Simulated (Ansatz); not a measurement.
Runs of Ansatz 0.2.0 on P. The structure is trigonal, space group R-3m (No. 166). Conventional cell: a = 3.451 Å, b = 3.451 Å, c = 9.389 Å, α = 90.00°, β = 90.00°, γ = 120.00°. Around P (site symmetry 3m) lie 3 P at 2.29 Å. This isn't the form of P at room conditions, which is orthorhombic.

```csv
task,potentials or basis,k mesh,cutoff (eV),smearing,basis error allowed,mesh quality,gap on the mesh (eV),pressure (GPa),largest force (eV/Å)
density of states,all-electron PAW datasets made for the crystal,9 × 9 × 9,240,fermi-dirac 0.05 eV,-,not flagged,none,(a),0.26
single point,"all-electron LAPW, scalar-relativistic",5 × 5 × 5,220,fermi-dirac 0.03 eV,0.001 eV/atom,coarse,none,-1.2,0.13
phonons,"all-electron LAPW, scalar-relativistic",9 × 9 × 9,240,fermi-dirac 0.05 eV,0.001 eV/atom,not flagged,none,-,0.26
elastic constants,"all-electron LAPW, scalar-relativistic",7 × 7 × 7,240,fermi-dirac 0.05 eV,0.001 eV/atom,coarse,none,-2.8,-
```

Alike in all rows: level PBEsol; no spin polarisation; cell as given.

Q: Fill in the values left out.

A: (a) -1.8.

Caveats: some runs use coarse meshes; the k mesh is thin for a metal, which can move the energy by tens of meV per atom (some runs); a metal's response needs a denser mesh (some runs); the program warned that the printed levels may be off, so bands, gaps and densities of states are rough (some runs); elastic constants of metals need much finer meshes, so these are rough (some runs).

A gap of «none» marks a metal or a gap under the smearing width.

The runs don't all hold the same shells in valence.
